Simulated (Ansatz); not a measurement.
ZnS (Wurtzite-6H): single point with PBE

**What was measured.**

A printed reference work, monograph reports, for a bulk crystal of ZnS at 4 K: band gap 3.911 eV (direct).

Crystal: ZnS (Wurtzite-6H).

```
Zn S
1.0
     3.81200    0.00000    0.00000
    -1.90600    3.30129    0.00000
     0.00000    0.00000   18.68999
Zn S
6 6
Direct
  0.33333 0.66667 0.83333
  0.66667 0.33333 0.33333
  0.66667 0.33333 0.66667
  0.33333 0.66667 0.16667
  0.00000 0.00000 0.50000
  0.00000 0.00000 0.00000
  0.33333 0.66667 0.95833
  0.66667 0.33333 0.45833
  0.66667 0.33333 0.79167
  0.33333 0.66667 0.29167
  0.00000 0.00000 0.62500
  0.00000 0.00000 0.12500
```

- Program: Ansatz 0.2.0
- Task: single point
- Functional: PBE
- Potentials or basis: Ansatz PAW
- Cutoff: 420 eV (not typed: the program's choice for these potentials)
- k mesh: 8 × 8 × 2
- Occupations: gaussian, width 0.012 eV
- Spin: no spin polarisation

The pressure is 2.1 GPa and the largest force is 0.030 eV/Å. The band gap on the k mesh is 2.16 eV, direct.

Forces in eV/Å, atoms in the order of the input:
```
Zn   0.000  0.000  0.003
Zn   0.000  0.000  0.003
Zn   0.000  0.000  0.013
Zn   0.000  0.000  0.013
Zn   0.000  0.000 -0.004
Zn   0.000  0.000 -0.004
S    0.000  0.000 -0.030
S    0.000  0.000 -0.030
S    0.000  0.000 -0.007
S    0.000  0.000 -0.007
S    0.000  0.000  0.024
S    0.000  0.000  0.024
```

Levels at points of the mesh, in eV from the valence-band top:
```
             k point  band 50  band 51  band 52  band 53  band 54  band 55  band 56  band 57  band 58  band 59
  (0.00, 0.00, 0.00)    -0.24    -0.24    -0.02     0.00     0.00     2.16     3.21     3.26     3.33     3.37
 (0.00, 0.00, -0.50)    -0.47    -0.07    -0.07    -0.07    -0.07     2.64     2.64     3.27     3.27     3.53
 (0.00, -0.50, 0.00)    -1.50    -1.27    -1.26    -1.10    -0.88     3.43     3.56     3.60     3.87     4.03
(0.00, -0.50, -0.50)    -1.61    -1.22    -1.22    -0.99    -0.99     3.36     3.36     3.85     3.85     4.14
```

Run time: 10 s on 4 threads of Intel(R) Xeon(R) Processor @ 2.70GHz, with other jobs on the host, peak memory 0.74 GiB.

Measured gap of ZnS: 3.911 eV (direct; 4 K; a printed reference work, monograph). This calculation gives 2.16 eV (-1.75 eV). The value is that of PBE on a finite k mesh, which can miss the band edges, without temperature or zero-point motion. Semilocal functionals fall short of measured gaps as a rule.

Caveat: the cell's inner coordinates are idealised or old, which leaves forces on the atoms.
